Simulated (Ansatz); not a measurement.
La: one input, then a changed one

The cell is COD entry 9008503, as deposited and not checked against the literature; nothing was relaxed. It differs from other determinations. The listed cell was then made from it by scaling, straining or moving an atom.

First run: DFT, PBE, all-electron LAPW, scalar-relativistic (Ansatz 0.2.0).

Command: `ansatz run input.yaml --threads 1 --pin off --max-ram 2048MiB --backend cpu --events-out ev --progress --plain --runs-dir out` The run took 21 s on 1 thread of Arm Neoverse V1 (shared host), peak memory 0.38 GiB.

```yaml
crystal:
  lattice:
    - [3.6864304128, 0.0, 0.0]
    - [-1.8432152063, 3.1925423867, 0.0]
    - [0.0, 0.0, 5.967098765]
  atoms:
    - { symbol: La, position: [0.3333333333, 0.6666666667, 0.25] }
    - { symbol: La, position: [0.6666666667, 0.3333333333, 0.75] }
kpoints:
  mp_grid: { grid: [11, 11, 6] }
scf:
  occupations: { method: fermi_dirac, width: 0.05 }
hamiltonian:
  xc: pbe
  pseudopotentials: { kind: all_electron, lapw: { basis_error: 0.00025 } }
output:
  forces: true
  stress: true
  eigenvalues: true
```

Result: converged; pressure 1.90 GPa; no gap on the k mesh; 8 SCF iterations.

No spin–orbit coupling, which matters for the heavy atoms here.

The input is then changed:

```diff
@@ -10,5 +10,6 @@
   mp_grid: { grid: [11, 11, 6] }
 scf:
-  occupations: { method: fermi_dirac, width: 0.05 }
+  occupations: { method: gaussian, width: 0.2 }
+  mixing: { algorithm: msr1, beta: 0.3 }
 hamiltonian:
   xc: pbe
```

Problem. What does the second run give?

Solution. It converged; energy at zero smearing -0.4 meV/atom from the first run; pressure 1.97 GPa; no gap on the k mesh; 8 SCF iterations. Some of these settings are too coarse for converged properties.
